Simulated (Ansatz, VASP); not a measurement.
**One calculation of H, two programs**

```
H
1.0
    -1.70274    1.70274    2.07211
     1.70274   -1.70274    2.07211
     1.70274    1.70274   -2.07211
H
2
Direct
  0.90986 0.90986 0.00000
  0.09014 0.09014 0.00000
```

Change from the starting cell: volume scaled by 1.02, PAW files.

Alike in both runs: task electric field gradients; functional r2SCAN; k mesh 12 × 12 × 12; occupations fermi-dirac, width 0.01 eV; no spin polarisation.

```csv
,VASP,Ansatz
version,VASP 6.6.1,Ansatz 0.2.0
potentials or method,"VASP PAW PBE potentials, release 64 (H)","PAW with Ansatz's default frozen-core files, scalar-relativistic"
plane-wave cutoff (eV),520,500
valence electrons in the cell,2,2
```

VASP gave:

| Item | Value |
| --- | --- |
| gap on the k mesh at the Fermi level (eV) | 9.65 |
| pressure (GPa) | -0.3 |
| largest component of the traceless stress (GPa) | 0.57 |
| rms of the force components (eV/Å) | 0.102 |
| Vzz of the field gradient on the site that differs most (V/Å²) | 31.8 |

Question: What did Ansatz give for the same quantities?

Answer: gap on the k mesh at the Fermi level (eV): 9.64; pressure (GPa): -0.1; largest component of the traceless stress (GPa): 0.57; rms of the force components (eV/Å): 0.106; Vzz of the field gradient on the site that differs most (V/Å²): 31.8.

Atom by atom the forces differ by 0.003 eV/Å (rms over components).

Caveats: the PAW data sets were made with another functional, which shifts forces and pressure a little (VASP). A k mesh can miss the band edges.
